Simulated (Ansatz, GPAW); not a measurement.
Given: the input of a run of GPAW 26.7.0 (ASE script) on Au (Gold). 

File run.py:

```python
from ase.dft.bandgap import bandgap
from ase.io import read, write
from ase.units import GPa
from gpaw import GPAW, PW

atoms = read('POSCAR')

calc = GPAW(mode=PW(600),
            xc='PBE',
            kpts={'size': (11, 11, 11), 'gamma': True},
            occupations={'name': 'methfessel-paxton', 'order': 0, 'width': 0.011},
            nbands=14,
            convergence={'density': 1e-05, 'energy': 1e-05},
            maxiter=150,
            txt='gpaw.txt')
atoms.calc = calc
energy = atoms.get_potential_energy()
forces = atoms.get_forces()
stress = atoms.get_stress()
calc.write('gs.gpw')
write('result.traj', atoms)
print(f'Energy: {energy:.6f} eV')
print('Forces (eV/A):')
print(forces.round(4))
print('Stress (GPa):', (stress / GPa).round(3))
print('Fermi level:', round(calc.get_fermi_level(), 4), 'eV')
print(f'Gap: {bandgap(calc)[0]:.4f} eV, direct: {bandgap(calc, direct=True)[0]:.4f} eV')
```

File POSCAR:

```
Au
1.0
    0.0000000000      2.0350000000      2.0350000000
    2.0350000000      0.0000000000      2.0350000000
    2.0350000000      2.0350000000      0.0000000000
Au
1
Direct
    0.0000000000      0.0000000000      0.0000000000
```

Potentials or basis: GPAW PAW data sets (gpaw-data 1.2.1), pw.

Run with:

```bash
$ OMP_NUM_THREADS=1 python run.py
```

Task: Set up the same calculation for Ansatz 0.2.0. Potentials or basis there: Ansatz PAW, cutoff 420 eV.

Result: As run (cutoffs and basis follow the program's own potentials, and thresholds, step limits or extra output files can differ):

Contents of input.yaml:

```yaml
crystal:
  lattice:
    - [0.0, 2.035, 2.035]
    - [2.035, 0.0, 2.035]
    - [2.035, 2.035, 0.0]
  atoms:
    - { symbol: Au, position: [0.0, 0.0, 0.0] }
hamiltonian:
  xc: pbe
  pseudopotentials: { kind: paw }
kpoints:
  mp_grid: { grid: [11, 11, 11] }
scf:
  occupations: { method: gaussian, width: 0.011 }
output:
  forces: true
  stress: true
  eigenvalues: true
  write_density: true
  write_potential: true
  elf: true
  volumetric_format: npy
```

Potentials or basis: Ansatz PAW.

Command:

```sh
$ ansatz run input.yaml --threads 2 --pin off --max-ram 5632MiB --backend cpu --events-out ev --progress --plain --runs-dir out
```

Both were run:

|  | GPAW | Ansatz |
| --- | --- | --- |
| Pressure | 13.4 GPa | 10.8 GPa |

Ansatz's pressure holds a Pulay term of +0.06 GPa for its cutoff of 420 eV, which the other run lacks.

The potentials hold 11 and 19 valence electrons a cell.

Where Ansatz's input types no cutoff or centring, it takes its own default and a Γ-centred mesh.

The two runs disagree by more than potentials and bases usually give (in gap, levels, pressure or energy); the cause wasn't traced.

The cell lies far from this level's equilibrium.

Pressure is positive in compression.
